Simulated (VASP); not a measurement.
# Settings for LiCl: self-consistent run

LiCl, I4mm (no. 107), 2 atoms in the cell. PBEsol; PAW potentials Cl, Li_sv (PBE set). VASP 6.6.1. The cell is changed on purpose: last atom moved by 0.04 Å along z, cell strained by -1.0% along z.

Wanted: energy within 10 meV/atom; forces within 0.05 eV/Å.

What the run is for: forces; Accuracy asked: screening.

POSCAR:
```
LiCl
1.0
    0.0000000000      2.5647700000      2.5391223000
    2.5647700000      0.0000000000      2.5391223000
    2.5647700000      2.5647700000      0.0000000000
Cl Li
1 1
Direct
    0.5000000000      0.5000000000      0.5000000000
    0.0077979700      0.0077979700     -0.0077979700
```

The series start from Plane-wave cutoff (eV): 650; k-point mesh: 8 × 8 × 8; Precision mode (PREC): Accurate; Electronic threshold (eV): 1e-6; Bands in all (NBANDS): 15; Aspherical gradient terms in the spheres (LASPH): yes; Electronic algorithm: ALGO=Normal; Support grid and gradient cutoff: ADDGRID=False GGA_COMPAT=False; Delay and inner steps: defaults. Each series keeps the choices made before it, and each single choice may use up half of a tolerance.

## Plane-wave cutoff (eV)

| Plane-wave cutoff (eV) | Energy less reference (meV/atom) | Forces, largest deviation (eV/Å) | SCF iterations | Time (s) |
|---|---|---|---|---|
| 400 | -23 | 0.002 | 12 | 20 |
| 500 | -1 | 0.001 | 11 | 43 |
| 580 | -1 | 0.001 | 11 | 31 |
| 650 | -1 | 0.000 | 11 | 38 |
| 750 | 0 | 0.000 | 11 | 44 |
| 880 | 0 | 0.000 | 11 | 70 |
| 1050 (reference) | 0 | 0.000 | 11 | 86 |

Chosen: 500, the loosest value from which every tighter one stays within half of the tolerance.

## k-point mesh

| k-point mesh | Energy less reference (meV/atom) | Forces, largest deviation (eV/Å) | SCF iterations | Time (s) |
|---|---|---|---|---|
| 3 × 3 × 3 | 29 | 0.003 | 12 | 5.2 |
| 4 × 4 × 4 | 4 | 0.000 | 12 | 8.8 |
| 5 × 5 × 5 | 1 | 0.000 | 12 | 12 |
| 6 × 6 × 6 | 0 | 0.000 | 12 | 20 |
| 8 × 8 × 8 | 0 | 0.000 | 11 | 43 |
| 9 × 9 × 9 | 0 | 0.000 | 11 | 43 |
| 12 × 12 × 12 | 0 | 0.000 | 11 | 80 |
| 15 × 15 × 15 (reference) | 0 | 0.000 | 11 | 128 |

Chosen: 4 × 4 × 4.

## Precision mode (PREC)

| Precision mode (PREC) | Energy less reference (meV/atom) | Forces, largest deviation (eV/Å) | SCF iterations | Time (s) |
|---|---|---|---|---|
| Low | 1 | 0.003 | 12 | 4.2 |
| SingleN | 3 | 0.006 | 12 | 4.1 |
| Normal | 0 | 0.001 | 12 | 4.5 |
| Accurate (reference) | 0 | 0.000 | 12 | 8.8 |

Chosen: Low.

## Electronic threshold (eV)

| Electronic threshold (eV) | Energy less reference (meV/atom) | Forces, largest deviation (eV/Å) | SCF iterations | Time (s) |
|---|---|---|---|---|
| 0.001 | 0 | 0.001 | 9 | 3.4 |
| 0.0001 | 0 | 0.000 | 9 | 3.4 |
| 1e-5 | 0 | 0.000 | 11 | 4.7 |
| 1e-6 | 0 | 0.000 | 12 | 4.2 |
| 1e-7 | 0 | 0.000 | 12 | 5.4 |
| 1e-8 (reference) | 0 | 0.000 | 14 | 5.2 |

Chosen: 0.001.

## Bands in all (NBANDS)

| Bands in all (NBANDS) | Energy less reference (meV/atom) | Forces, largest deviation (eV/Å) | SCF iterations | Time (s) |
|---|---|---|---|---|
| 6 | 0 | 0.001 | 9 | 2.0 |
| 7 | 0 | 0.001 | 9 | 2.5 |
| 9 | 0 | 0.000 | 9 | 2.6 |
| 11 | 0 | 0.000 | 9 | 2.8 |
| 15 | 0 | 0.000 | 9 | 3.4 |
| 25 (reference) | 0 | 0.000 | 9 | 4.6 |

Chosen: 6.

## Aspherical gradient terms in the spheres (LASPH)

| Aspherical gradient terms in the spheres (LASPH) | Energy less reference (meV/atom) | Forces, largest deviation (eV/Å) | SCF iterations | Time (s) |
|---|---|---|---|---|
| yes | 0 | 0.000 | 9 | 2.0 |
| no | 0 | 0.000 | 9 | 1.7 |

Chosen: yes; no other choice that stays within half of the tolerance saves 30 % of the time.

## Electronic algorithm

| Electronic algorithm | Energy less reference (meV/atom) | Forces, largest deviation (eV/Å) | SCF iterations | Time (s) |
|---|---|---|---|---|
| ALGO=Normal | 0 | 0.000 | 9 | 2.0 |
| ALGO=Fast | 0 | 0.002 | 9 | 2.2 |
| ALGO=VeryFast | 1 | 0.001 | 17 | 3.6 |
| ALGO=All ISEARCH=1 | 0 | 0.007 | 10 | 2.5 |
| ALGO=All ISEARCH=0 | 0 | 0.007 | 10 | 2.7 |
| ALGO=Damped TIME=0.4 | 2 | 0.012 | 17 | 3.2 |
| ALGO=Damped TIME=0.1 | 5 | 0.027 | 24 | 3.9 |

Chosen: ALGO=Normal.

## Support grid and gradient cutoff

| Support grid and gradient cutoff | Energy less reference (meV/atom) | Forces, largest deviation (eV/Å) | SCF iterations | Time (s) |
|---|---|---|---|---|
| ADDGRID=False GGA_COMPAT=False | 0 | 0.000 | 9 | 2.0 |
| ADDGRID=True GGA_COMPAT=False | 0 | 0.007 | 9 | 2.2 |
| ADDGRID=False GGA_COMPAT=True | -1 | 0.001 | 9 | 2.2 |

Chosen: ADDGRID=False GGA_COMPAT=False.

## Delay and inner steps

| Delay and inner steps | Energy less reference (meV/atom) | Forces, largest deviation (eV/Å) | SCF iterations | Time (s) |
|---|---|---|---|---|
| defaults | 0 | 0.000 | 9 | 2.0 |
| NELMDL=-2 | 0 | 0.000 | 6 | 1.8 |
| NELMDL=-8 | 0 | 0.000 | 12 | 2.6 |
| NELMDL=-12 | 0 | 0.000 | 16 | 2.6 |
| NRMM=2 | 0 | 0.003 | 9 | 1.9 |
| NRMM=6 | 0 | 0.000 | 9 | 2.2 |
| WEIMIN=0.001 | 0 | 0.000 | 9 | 2.1 |

Chosen: defaults.

## All choices together

| Input | Energy less reference (meV/atom) | Forces, largest deviation (eV/Å) | Time (s) |
|---|---|---|---|
| the program's defaults (naive) | 0 | 0.000 | 4.2 |
| chosen settings | 4 | 0.002 | 2.0 |
| reference settings throughout | 0 | 0.000 | 701 |

The tolerance is met.

Values of the reference run: Forces: 0, 0, 0.03551, 0, 0, -0.03551 eV/Å.

## The input

INCAR:
```
SYSTEM = LiCl
GGA      = PS             ! functional
ISMEAR   = 0              ! smearing method
SIGMA    = 0.03           ! smearing width, eV
LWAVE    = .FALSE.        ! write WAVECAR
LCHARG   = .FALSE.        ! write CHGCAR
ISIF     = 2              ! what is computed and relaxed
PREC     = Low            ! precision mode
LASPH    = .TRUE.         ! aspherical terms in the spheres
LREAL    = .FALSE.        ! projectors in reciprocal space
ALGO     = Normal         ! electronic algorithm
EDIFF    = 0.001          ! SCF threshold, eV
NELM     = 120            ! most SCF steps
GGA_COMPAT= .FALSE.      
ENCUT    = 500            ! plane-wave cutoff, eV
EFERMI   = MIDGAP       
NBANDS   = 6              ! bands
ADDGRID  = .FALSE.       
```

KPOINTS:
```
Automatic mesh
0
Gamma
  4 4 4
  0 0 0
```

Commands:
```
cat potpaw_PBE.64/Cl/POTCAR potpaw_PBE.64/Li_sv/POTCAR > POTCAR
mpirun -np 1 vasp_std > vasp.out
```

The naive input happens to agree within the tolerance here, in 4.2 s.

The chosen input took VASP 6.6.1 2.0 s on 1 core (AMD EPYC 7R43 (Zen 3)), a shared host.

## An input that fails: damping step far too long

The electronic loop stops at its limit of 53 steps.

Changes against the starting input:
```
- ALGO = Normal
- NELM = 120
+ ALGO = Damped
+ NELM = 53
+ TIME = 4.0
```
